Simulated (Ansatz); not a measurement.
HfSiO4 (Hafnon):

```
Hf Si O
1.0
    -3.28625    3.28625    2.98160
     3.28625   -3.28625    2.98160
     3.28625    3.28625   -2.98160
Hf Si O
2 2 8
Cartesian
  0.0000 0.0000 0.0000
  0.0000 3.2862 1.4908
  0.0000 0.0000 2.9816
  3.2862 0.0000 1.4908
  2.0736 3.2862 1.0746
  3.2863 -1.2126 2.5654
  1.2126 0.0000 4.0562
  3.2862 1.2126 2.5654
  2.0736 0.0000 0.4162
  0.0000 1.2126 1.9070
  4.4989 0.0000 0.4162
  3.2862 2.0736 -1.0746
```

| Item | Value |
| --- | --- |
| Program | Ansatz 0.2.0 |
| Task | relaxation of cell and atoms |
| Functional | PBE |
| Potentials or basis | Ansatz PAW |
| Cutoff | 420 eV (not typed: the program's choice for these potentials) |
| k mesh | 6 × 6 × 6 |
| Occupations | fermi-dirac, width 0.05 eV |
| Spin | no spin polarisation |

At the start: volume 10.73 Å³/atom.

Question: Where does the relaxation end?

Answer: It ends after 9 steps and the volume is 11.07 Å³/atom (+3.1 %); space group I4_1/amd (No. 141, to 0.05 Å).

The path:
```csv
step,energy change (eV),largest force (eV/Å),volume (Å³)
1,0.0000,0.3355,128.80
2,-0.0555,0.4527,132.35
3,-0.0704,0.0475,132.58
4,-0.0711,0.0243,132.59
5,-0.0713,0.0090,132.60
6,-0.0713,0.0030,132.61
7,-0.0923,0.0033,132.61
8,-0.0916,0.0006,132.80
9,-0.0926,0.0006,132.80
```

Final structure:
```yaml
crystal:
  lattice:
    - [-3.32271, 3.32271, 3.00722]
    - [3.32271, -3.32271, 3.00722]
    - [3.32271, 3.32271, -3.00722]
  atoms:
    - { symbol: Hf, position: [0.00000, 0.00000, 0.00000] }
    - { symbol: Hf, position: [0.75000, 0.25000, 0.50000] }
    - { symbol: Si, position: [0.50000, 0.50000, 0.00000] }
    - { symbol: Si, position: [0.25000, 0.75000, 0.50000] }
    - { symbol: O, position: [0.68107, 0.49687, 0.81580] }
    - { symbol: O, position: [0.24687, 0.93107, 0.31580] }
    - { symbol: O, position: [0.68107, 0.86526, 0.18420] }
    - { symbol: O, position: [0.61526, 0.93107, 0.68420] }
    - { symbol: O, position: [0.06893, 0.38474, 0.31580] }
    - { symbol: O, position: [0.50313, 0.31893, 0.18420] }
    - { symbol: O, position: [0.06893, 0.75313, 0.68420] }
    - { symbol: O, position: [0.13474, 0.31893, 0.81580] }
```

Caveat: the plane-wave basis is chosen anew once the cell has moved, so the energies of steps on either side of that aren't comparable; the pressure holds a Pulay correction of +0.7 GPa for the finite cutoff.
